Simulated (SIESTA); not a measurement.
GaSb in SIESTA: the effect of functional

Crystal: GaSb.

```xyz
2
Lattice="0.0000 3.0590 3.0590 3.0590 0.0000 3.0590 3.0590 3.0590 0.0000" Properties=species:S:1:pos:R:3 pbc="T T T"
Sb    4.5885    4.5885    4.5885
Ga    0.0000    0.0000    0.0000
```

Alike in all runs:

```yaml
Program: SIESTA 5.4.2
Task: single point
Basis: DZP (energy shift 0.003 Ry; two zetas on semicore shells)
Grid_cutoff: 800 Ry
Energy_shift: 0.003 Ry
k_mesh: 8 × 8 × 8
Occupations: fermi-dirac, width 0.05 eV
Spin: no spin polarisation
```

| functional | potentials or basis | gap on the mesh (eV) | pressure (GPa) |
| --- | --- | --- | --- |
| LDA | PseudoDojo 0.4 standard (LDA files) | none | -1.6 |
| PBEsol | PseudoDojo 0.4 standard (PBEsol files) | 0.08 | 0.1 |
| AM05 | PseudoDojo 0.4 standard (PBEsol files) | 0.11 | 0.2 |
| WC | PseudoDojo 0.4 standard (PBEsol files) | ? | ? |
| PBE | PseudoDojo 0.4 standard (PBE files) | 0.14 | 2.5 |
| PW91 | PseudoDojo 0.4 standard (PBE files) | none | 2.3 |
| revPBE | PseudoDojo 0.4 standard (PBE files) | 0.26 | 3.7 |
| RPBE | PseudoDojo 0.4 standard (PBE files) | 0.30 | 4.1 |
| BLYP | PseudoDojo 0.4 standard (PBE files) | none | 5.4 |

Q: What does the run with functional WC give?

A: gap on the mesh none; pressure 0.2 GPa.

Caveats: the basis of atomic orbitals isn't converged, which shifts pressures, moduli and gaps; the potentials were made for another functional, which shifts forces and pressure (some runs); spin-orbit coupling is left out, which moves the levels of the heavy elements (some runs).

A k mesh can miss the band edges.

A gap of «none» marks a metal or a gap under the smearing width.
